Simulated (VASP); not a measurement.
Write the native input for VASP 6.6.1 that does the following.

| Quantity | Value |
| --- | --- |
| Task | relaxation of cell and atoms |
| Functional | PBE |
| Potentials or basis | VASP PAW PBE potentials, release 64 (Sn_d, S) |
| Cutoff | 600 eV |
| k mesh | 9 × 9 × 5 |
| Occupations | gaussian, width 0.03 eV |
| Spin | no spin polarisation |
| Further INCAR settings | ALGO = Normal; EDIFF = 1e-06; IBRION = 2; EDIFFG = -0.01; NSW = 90; ISIF = 3 |

The structure of SnS2 (Berndtite-2T) lies in POSCAR:

```
SnS2
1.0
    3.6390000000      0.0000000000      0.0000000000
   -1.8195000000      3.1514664444      0.0000000000
    0.0000000000      0.0000000000      5.8680000000
Sn S
1 2
Direct
    0.0000000000      0.0000000000      0.0000000000
    0.3333333333      0.6666666667      0.2500000000
    0.6666666667      0.3333333333      0.7500000000
```

These files were run (other wordings do the same):

INCAR

```
PREC = Accurate
ENCUT = 600
EDIFF = 1E-6
ISMEAR = 0
SIGMA = 0.03
LREAL = False
LASPH = True
NELM = 80
ALGO = Normal
ISIF = 3
LWAVE = False
LCHARG = False
GGA = PE
IBRION = 2
NSW = 90
EDIFFG = -0.01
KPAR = 2
```

KPOINTS

```
Automatic mesh
0
Gamma
  9 9 5
```

Potentials or basis: VASP PAW PBE potentials, release 64 (Sn_d, S).

The run is started by

```sh
$ cat potpaw_PBE.64/Sn_d/POTCAR potpaw_PBE.64/S/POTCAR > POTCAR
$ mpirun -np 2 vasp_std > vasp.out
```

It gave:

```yaml
Relaxed_volume: 26.77 Å³/atom
Relaxed_cell: a = 3.701 Å, b = 3.701 Å, c = 6.770 Å, α = 90.00°, β = 90.00°, γ = 120.00°
Space_group_after_relaxing_to_0.05_Å: P-3m1 (No. 164)
Energy_gained_by_relaxing: 26.9 meV/atom
Ionic_steps: 14
Pressure_after_relaxing: 0.0 GPa
Largest_force_after_relaxing: 0.007 eV/Å
Band_gap_on_the_k_mesh: 1.58 eV, indirect (least direct gap 1.84 eV)
```

Caveat: the volume moved by over 15 % at a fixed basis, so the end points are rough; spin-orbit coupling is left out, which moves the levels of the heavy elements; an odd mesh through Γ misses points on the zone boundary, where band edges often lie; this functional lacks dispersion, which binds the layers, so the pressure and a relaxed spacing across them are unreliable, and here the layers came unbound; the volume moved by +19 % from the deposited cell, more than functionals usually miss.

Run time: 4.8 min on 2 MPI ranks on Intel(R) Xeon(R) Platinum 8488C (Sapphire Rapids), on a shared host, peak memory 0.24 GiB a rank.
